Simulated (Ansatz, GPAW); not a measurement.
## A script for Si (GLLB-SC)

These are simulated results from GPAW 26.7.0, not measurements. The cell began as a database structure and was relaxed with r2SCAN in plane waves (Ansatz 0.2.0). All runs are without spin polarisation.

It is hexagonal, P6_3/mmc (No. 194); a = 3.832 Å, c = 6.341 Å in the conventional setting, 20.16 Å³ an atom. Si is surrounded by 4 Si at 2.35–2.37 Å.

GLLB-SC is a model potential. Its fundamental gap is the Kohn-Sham gap plus a derivative discontinuity, which the script evaluates at the band edges among the listed k points. Its total energy isn't variational and serves nothing here.

Input script:

```python
import json
from ase import Atoms
from gpaw import GPAW, PW, FermiDirac

atoms = Atoms(['Si', 'Si', 'Si', 'Si'],
              cell=[[3.83211679, 0.0, 0.0], [-1.9160584, 3.31871049, 0.0], [0.0, 0.0, 6.34123869]],
              scaled_positions=[[0.333333333, 0.666666667, 0.063061245], [0.666666667, 0.333333333, 0.563061245], [0.333333333, 0.666666667, 0.436938755], [0.666666667, 0.333333333, 0.936938755]],
              pbc=True)
calc = GPAW(mode=PW(400), xc='GLLBSC', kpts={'size': (6, 6, 4), 'gamma': True},
            occupations=FermiDirac(0.02), maxiter=100, legacy_gpaw=True, txt='gpaw.txt')
atoms.calc = calc
res = {'energy': atoms.get_potential_energy(force_consistent=True)}
res['electrons'] = calc.get_number_of_electrons()
res['k'] = calc.get_ibz_k_points().tolist()
res['levels'] = [calc.get_eigenvalues(kpt=i).tolist() for i in range(len(res['k']))]
points = [[0.0, 0.0, 0.0], [0.5, 0.0, 0.0], [0.333333, 0.333333, 0.0], [0.0, 0.0, 0.5], [0.5, 0.0, 0.5], [0.333333, 0.333333, 0.5], [0.0, 0.5, 0.0]]
bands = calc.fixed_density(kpts=points, symmetry='off', nbands=round(res['electrons']) // 2 + 6, convergence={'bands': -2}, txt='bands.txt')
res['points'] = [bands.get_eigenvalues(kpt=i).tolist() for i in range(len(points))]
homo, lumo = bands.get_homo_lumo()
potential = calc.hamiltonian.xc.response.calculate_discontinuity_potential(homo, lumo)
res['discontinuity'] = bands.hamiltonian.xc.response.calculate_discontinuity(potential)
json.dump(res, open('results.json', 'w'))
print('free energy (eV):', round(res['energy'], 5))
```

Command: `python run.py`. It took 49 s on 1 thread of Arm Neoverse V1, with other jobs on the host, peak memory 0.19 GiB.

The log gpaw.txt, trimmed of paths, versions and times, then the last line on the terminal. An iter line gives the energy in eV and the logarithms of the changes of orbitals (plane waves alone) and density (c: converged):

```
___ ___ ___ _ _ _
 |   |   |_  | | | |

 | | | | | . | | | |

 |__ |  _|___|_____|  26.7.0
 |___|_|

Input parameters:
  kpts: {gamma: True,
         size: (6, 6, 4)}
  maxiter: 100
  mode: {ecut: 400.0,
         name: pw}
  occupations: {fixmagmom: False,
                name: fermi-dirac,
                width: 0.02}
  xc: GLLBSC

System changes: positions, numbers, cell, pbc, initial_charges, initial_magmoms

Initialize ...

species:
  Si:
    name:    Silicon
    Z:       14.0
    valence: 4
    core:    10
    charge:  0.0  # [|e|]
    compensation charges:
      type: gauss
      rc: 0.33  # [Å]
      lmax: 2
    cutoffs:
      filter: 1.86  # [Å]
      core: 2.06  # [Å]
    projectors
    | kind |    occ | energy [eV] | rcut [Å] |

    |------|--------|-------------|----------|

    |   3s |  2.000 |     -12.033 |    1.058 |

    |   3p |  2.000 |      -5.571 |    1.058 |

    |    s |        |      15.179 |    1.058 |

    |    p |        |      21.640 |    1.058 |

    |    d |        |       0.000 |    1.058 |

    Using partial waves for Si as LCAO basis

Reference energy: -31484.800537  # eV

Spin-paired calculation

Convergence criteria:
 Maximum [total energy] change in last 3 cyles: 0.0005 eV / valence electron
 Maximum integral of absolute [dens]ity change: 0.0001 electrons / valence electron
 Maximum integral of absolute [eigenst]ate change: 4e-08 eV^2 / valence electron
 Maximum number of scf [iter]ations: 100
 (Square brackets indicate name in SCF output, whereas a 'c' in
 the SCF output indicates the quantity has converged.)

Symmetries present (total): 2

  ( 1  0  0)  (-1  0  0)
  ( 0  1  0)  ( 0 -1  0)
  ( 0  0  1)  ( 0  0 -1)

144 k-points: 6 x 6 x 4 Monkhorst-Pack grid + [1/12,1/12,1/8]
76 k-points in the irreducible part of the Brillouin zone
       k-points in crystal coordinates                weights
   0:     0.00000000    0.00000000    0.00000000          1/144
   1:     0.00000000    0.00000000    0.25000000          2/144
   2:     0.00000000    0.00000000    0.50000000          1/144
   3:     0.00000000    0.16666667   -0.25000000          2/144
   4:     0.00000000    0.16666667    0.00000000          2/144
   5:     0.00000000    0.16666667    0.25000000          2/144
   6:     0.00000000    0.16666667    0.50000000          2/144
   7:     0.00000000    0.33333333   -0.25000000          2/144
   8:     0.00000000    0.33333333    0.00000000          2/144
   9:     0.00000000    0.33333333    0.25000000          2/144
          ...
  75:     0.50000000    0.50000000    0.50000000          1/144

Wave functions: Plane wave expansion
  Cutoff energy: 400.000 eV
  Number of coefficients (min, max): 1451, 1496
  Pulay-stress correction: 0.000000 eV/Ang^3 (de/decut=0.000000)
  Using FFTW library
  ScaLapack parameters: grid=1x1, blocksize=None
  Wavefunction extrapolation:
    Improved wavefunction reuse through dual PAW basis

Occupation numbers: Fermi-Dirac:
  width: 0.0200  # eV

Eigensolver
   Davidson(niter=2)

Densities:
  Coarse grid: 18*18*30 grid
  Fine grid: 36*36*60 grid
  Total Charge: 0.000000

Density mixing:
  Method: separate
  Backend: msr1
  Linear mixing parameter: 0.05
  old densities: 10
  Width of damping distribution: 1.1
  Damping of long wavelength oscillations: 20

Hamiltonian:
  XC and Coulomb potentials evaluated on a 36*36*60 grid
  Using the GLLBSC Exchange-Correlation functional
  External potential:
    NoExternalPotential

XC parameters: GLLBSC functional being used consists of
  -----------------------------------------------------------------------
  | Weight | Module     | Description                                   |

  -----------------------------------------------------------------------
  |  1.000 | SCREENING  | GGA_X_PBE_SOL with 2 nearest neighbor stencil |

  |  1.000 | RESPONSE   | eps=0.0500 eV                                 |

  |  1.000 | XC         | GGA_C_PBE_SOL with 2 nearest neighbor stencil |

  -----------------------------------------------------------------------

Memory estimate:
  Process memory now: 110.05 MiB
  Calculator: 45.85 MiB
    Density: 4.96 MiB
      Arrays: 1.93 MiB
      Localized functions: 1.55 MiB
      Mixer: 1.48 MiB
    Hamiltonian: 1.29 MiB
      Arrays: 1.26 MiB
      XC: 0.00 MiB
      Poisson: 0.00 MiB
      vbar: 0.03 MiB
    Wavefunctions: 39.60 MiB
      Arrays psit_nG: 24.29 MiB
      Eigensolver: 0.46 MiB
      Projections: 0.84 MiB
      Projectors: 11.90 MiB
      PW-descriptor: 2.11 MiB

Total number of cores used: 1

Number of atoms: 4
Number of atomic orbitals: 16
Number of bands in calculation: 14
Number of valence electrons: 16
Bands to converge: occupied

... initialized

Initializing position-dependent things.

Density initialized from atomic densities
Creating initial wave functions:
  14 bands from LCAO basis set
Positions:
   0 Si    -0.000000    2.212474    0.399886    ( 0.0000,  0.0000,  0.0000)
   1 Si     1.916058    1.106237    3.570506    ( 0.0000,  0.0000,  0.0000)
   2 Si    -0.000000    2.212474    2.770733    ( 0.0000,  0.0000,  0.0000)
   3 Si     1.916058    1.106237    5.941352    ( 0.0000,  0.0000,  0.0000)

Unit cell:
           periodic     x           y           z      points  spacing
  1. axis:    yes    3.832117    0.000000    0.000000    18     0.1844
  2. axis:    yes   -1.916058    3.318710    0.000000    18     0.1844
  3. axis:    yes    0.000000    0.000000    6.341239    30     0.2114

  Lengths:   3.832117   3.832117   6.341239
  Angles:   90.000000  90.000000 120.000000

Effective grid spacing dv^(1/3) = 0.2024

iter:   1   -22.436333
iter:   2   -23.999056   -1.20  -0.80
iter:   3   -23.587241   -2.69  -0.75
iter:   4   -23.106078   -1.56  -0.90
iter:   5   -23.118110   -2.57  -1.53
iter:   6   -23.079578   -4.04  -1.39
iter:   7   -23.073058   -4.28  -1.48
iter:   8   -23.028811   -3.03  -1.57
iter:   9   -23.041475   -4.91  -2.66
iter:  10   -23.039832   -5.06  -2.63
iter:  11   -23.040912c  -6.43  -3.74
iter:  12   -23.040740c  -7.31  -4.34c
iter:  13   -23.040798c  -8.43c -4.58c

Converged after 13 iterations.

Energy contributions relative to reference atoms: (reference = -31484.800537)

Kinetic:        +55.038879
Potential:      -48.423222
External:        +0.000000
XC:             -29.647021
Entropy (-ST):   -0.000000
Local:           -0.009435
SIC:             +0.000000
--------------------------
Free energy:    -23.040798
Extrapolated:   -23.040798

GLLBSC response reference energy: 5.33712 eV (from HOMO)

Showing only first 2 kpts
 Kpt  Band  Eigenvalues  Occupancy
  0     6      5.33727    2.00000
  0     7      5.33728    2.00000
  0     8      6.65687    0.00000
  0     9      7.47690    0.00000

  1     6      5.00319    2.00000
  1     7      5.00320    2.00000
  1     8      6.85561    0.00000
  1     9      7.78409    0.00000

Fermi level: 5.61428

Gap: 0.562 eV
Transition (v -> c):
  (s=0, k=0, n=7, [0.00, 0.00, 0.00]) -> (s=0, k=11, n=8, [0.00, 0.50, 0.00])
Direct/indirect transitions are different
Direct gap: 1.320 eV
Transition at: (s=0, k=0, n=7, [0.00, 0.00, 0.00])

free energy (eV): -23.0408
```

The gap in the log is over the mesh alone; results.json adds the listed points. GLLB-SC gives a gap of 0.82 eV (0.562 eV Kohn-Sham over the listed points plus 0.258 eV discontinuity). On the same cell, plane-wave PBE (Ansatz, 12×12×4 k points and the special points) gives a gap of 0.43 eV and r2SCAN a gap of 0.61 eV; on shared hosts these took about 4.8 and 12 core-seconds on the 4-atom cell, against 49 for the script. Semilocal gaps usually lie below measured ones.
